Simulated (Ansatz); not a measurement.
Take InN in the zinc blende structure (space group F-43m, No. 216; a = 5.000 Å) as the base. Axes: x, y, z lie along the cube axes.

The values are results of r2SCAN (Ansatz, a quantum-chemistry and plane-wave program), spin-orbit coupling left out, earlier PAW set, not measurements.

For the base:

```
Quantity    Value
--------  -------
Pressure  0.0 GPa
```

One thing is altered: a pure shear with ε_xy = ε_yx = 0.0130; the atoms relax in the strained cell.

### Question
Predict the new pressure, energy relative to the base and largest internal atomic displacement.

### Answer
The pressure (mean of the normal stresses, compression positive) stays 0.0 GPa; the energy goes up by 2.8 meV/atom; the largest internal atomic displacement is 0.012 Å.

No phonon test of stability was made. The final runs are not spin-polarised. This is not the structure that InN has at room temperature and ambient pressure.
